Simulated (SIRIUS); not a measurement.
AgCl (Chlorargyrite) under changes of volume

One of the cells (20.458 Å³/atom); the others are scaled copies at fixed shape and fractional positions:

```
Ag Cl
1.0
     0.00000    2.73500    2.73500
     2.73500    0.00000    2.73500
     2.73500    2.73500    0.00000
Ag Cl
1 1
Direct
  0.00000 0.00000 0.00000
  0.50000 0.50000 0.50000
```

| Quantity | Value |
| --- | --- |
| Program | SIRIUS 7.12.0 |
| Functional | WC |
| Potentials or basis | all-electron FP-LAPW |
| Cutoff | 163 eV |
| Basis | apw+lo standard |
| k mesh | 8 × 8 × 8 |
| Occupations | fermi-dirac, width 0.05 eV |
| Spin | no spin polarisation |

```csv
volume (Å³/atom),energy over the lowest point (meV/atom),gap on the mesh (eV)
19.231,8.71,0.71
19.640,2.98,0.71
20.049,0.00,0.70
20.458,0.54,0.70
20.868,3.29,0.71
21.277,9.20,0.71
21.686,?,?
```

Question: What does the run at 21.686 Å³/atom give?

Answer: Energy over the lowest point 16.93 meV/atom; gap on the mesh 0.72 eV.

Worked out: A Birch-Murnaghan fit of order 3 (a polynomial in V^(-2/3)) to the other rows has its minimum at 20.23 Å³/atom with B0 = V·E''(V) = 56 GPa (rough, since the energies scatter). It gives 17.56 meV/atom at 21.686 Å³/atom, against the run's 16.93. A straight line through the other rows of the gap, of slope -0.00148 eV per unit of ln V, extrapolates to 0.71 eV, against the run's 0.72.

Energies are extrapolated to zero smearing.

A mesh can miss the band edges. Spin-orbit coupling on Ag is left out.
